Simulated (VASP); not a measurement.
Crystal: CdS (Hawleyite).

```
CELL_PARAMETERS angstrom
0.00000 2.91650 2.91650
2.91650 0.00000 2.91650
2.91650 2.91650 0.00000
ATOMIC_POSITIONS crystal
Cd 0.00000 0.00000 0.00000
S 0.75000 0.75000 0.75000
```

Base run:

```yaml
Program: VASP 6.6.1
Functional: PBEsol
Potentials_or_basis: VASP PAW PBE potentials, release 64 (Cd, S)
Cutoff: 520 eV
k_mesh: 8 × 8 × 8
Occupations: gaussian, width 0.02 eV
Spin: no spin polarisation
```

Its results: band gap on the k mesh 1.01 eV, direct.

Question: The run is repeated on the same cell with these changes: functional from PBEsol to LDA; potentials or basis from VASP PAW PBE potentials, release 64 (Cd, S) to VASP PAW LDA potentials, release 64 (Cd, S). What comes out?

Answer: Band gap on the k mesh 0.89 eV, direct.
